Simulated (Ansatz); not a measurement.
A crystal relaxed with r2SCAN in Ansatz 0.2.0 has space group P4_2/nmc:1 (No. 137) and a = 2.825 Å, c = 8.189 Å.

| atom | site | x | y | z |
| --- | --- | --- | --- | --- |
| Si | 2a | 0.0000 | 0.0000 | 0.0000 |
| Xx | 4d | 0.0000 | 0.5000 | 0.3980 |

The r2SCAN gap is indirect, 5.93 eV (M–Γ (0.47 of the way from M) to Γ), below the direct gap of 6.30 eV at Γ. HSE06 gives an indirect gap of 7.09 eV, from M–Γ (0.47 of the way from M) to Γ; the least direct gap is 7.48 eV at Γ. The PBE gap is indirect, 5.18 eV (M–Γ (0.50 of the way from M) to Γ), below the direct gap of 5.54 eV at Γ. Meshes: r2SCAN 10×10×4, HSE06 6×6×2, PBE 10×10×4. r2SCAN's ε∞ is 2.8 along x and y, 2.4 along z.

Q: Which element is Xx?
A. O
B. Te
C. Se
D. S

A: A. Xx is O: SiO₂ on the sites of tetragonal HfO2 (relaxed group P4_2/nmc) (it has left that coordination). Around Si lie 4 O at 1.64 Å; around O lie 2 Si at 1.64 Å.

The cell comes from a prototype generator: it can be a known phase or a hypothetical one. Spin polarisation is off.

Where an edge lies off the special points, it is a point of the mesh or the k point where a search put PBE's edge or least direct gap, reused for the other functionals, whose own edges may lie a little apart; PBE's own value is read along its path and can be a few hundredths of an eV high.

The meshes of the hybrids are coarse, so their gaps aren't converged to the digits shown.

For a response run the program warns that the ground state's bands aren't all converged, so ε∞ carries an extra error.
